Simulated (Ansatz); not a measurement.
# Li under changes of volume

One of the cells (21.609 Å³/atom); the others are scaled copies at fixed shape and fractional positions:

```
Li
1.0
    -1.75465    1.75465    1.75465
     1.75465   -1.75465    1.75465
     1.75465    1.75465   -1.75465
Li
1
Direct
  0.00000 0.00000 0.00000
```

* Program: Ansatz 0.2.0
* Functional: PBE
* Potentials or basis: all-electron LAPW, scalar-relativistic
* Cutoff: 77 eV (chosen from the basis error)
* Basis error allowed: 0.0005 eV/atom
* k mesh: 11 × 11 × 11
* Occupations: fermi-dirac, width 0.05 eV
* Spin: no spin polarisation

```csv
volume (Å³/atom),energy over the lowest point (meV/atom),pressure (GPa)
20.312,0.00,0.0
20.744,0.51,-0.3
21.177,?,?
21.609,3.63,-0.8
22.041,6.11,-1.0
22.473,9.15,-1.2
22.905,12.69,-1.4
```

Question: What does the run at 21.177 Å³/atom give?

Answer: Energy over the lowest point 1.74 meV/atom; pressure -0.6 GPa.

Worked out: A Birch-Murnaghan fit of order 3 (a polynomial in V^(-2/3)) to the other rows has its minimum at 20.24 Å³/atom, just outside them, with B0 = V·E''(V) = 13.8 GPa and B' = 3.1. It gives 1.74 meV/atom at 21.177 Å³/atom, against the run's 1.74, and -dE/dV = -0.6 GPa, against -0.6.

Energies are extrapolated to zero smearing.
